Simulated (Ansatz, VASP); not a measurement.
Two plane-wave programs on AlNi3

```
CELL_PARAMETERS angstrom
0.00000 2.79841 2.79841
2.79841 0.00000 2.79841
2.79841 2.79841 0.00000
ATOMIC_POSITIONS crystal
Al 0.50000 0.50000 0.50000
Ni 0.25000 0.25000 0.25000
Ni 0.00000 0.00000 0.00000
Ni 0.75000 0.75000 0.75000
```

Alike in both runs: functional PBEsol; k mesh 14 × 14 × 14; occupations gaussian, width 0.1 eV; no spin polarisation.

Ansatz relaxed the structure, and its values are those at the end. VASP's run is a single point on that final structure, the one shown.

|  | VASP | Ansatz |
| --- | --- | --- |
| version | VASP 6.6.1 | Ansatz 0.2.0 |
| potentials or method | VASP PAW PBE potentials, release 64 (Al, Ni) | scalar-relativistic, plane waves, PAW |
| plane-wave cutoff (eV) | 520 | 420 |
| valence electrons in the cell | 33 | 57 |

```csv
,VASP,Ansatz,Ansatz less VASP
gap on the k mesh at the Fermi level (eV),none,none,-
pressure (GPa),0.1,0.0,-0.07
```

A gap of «none» marks a metal or a gap that the smearing closes. The functional is the same, so the differences come from potentials, cutoffs and numerics. The two sets of potentials don't hold the same shells in valence.

Caveats: the PAW data sets were made with another functional, which shifts forces and pressure a little (VASP). Spin polarisation is off, so any magnetic state and its effect on volume and gap are missing.
